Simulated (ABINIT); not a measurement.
C:

```
C
1.0
     2.52210    0.00000    0.00000
    -1.26105    2.18420    0.00000
     0.00000    0.00000    8.23710
C
8
Direct
  0.66667 0.33333 0.84375
  0.33333 0.66667 0.34375
  0.66667 0.33333 0.65625
  0.33333 0.66667 0.15625
  0.00000 0.00000 0.90625
  0.00000 0.00000 0.40625
  0.00000 0.00000 0.59375
  0.00000 0.00000 0.09375
```

This is a hexagonal form of diamond, not graphite.

Base run:

```yaml
Program: ABINIT 10.8.3 (patched build)
Functional: PBEsol
Potentials_or_basis: JTH PAW PBE v2.0
Cutoff: 517 eV
k_mesh: 12 × 12 × 4
Occupations: fermi-dirac, width 0.05 eV
Spin: no spin polarisation
```

Its results: band gap on the k mesh 4.27 eV, indirect (least direct gap 5.13 eV); pressure -4.8 GPa; largest force 0.326 eV/Å.

Question: The run is repeated on the same cell with these changes: functional from PBEsol to PBE. What comes out?

Answer: Band gap on the k mesh 4.41 eV, indirect (least direct gap 5.18 eV); pressure 1.6 GPa; largest force 0.327 eV/Å.

PBE binds less tightly than PBEsol, so the same cell stands under more pressure.

Caveats: the atomic spheres overlap; the PAW data sets were made with another functional, which shifts forces and pressure a little (some runs).
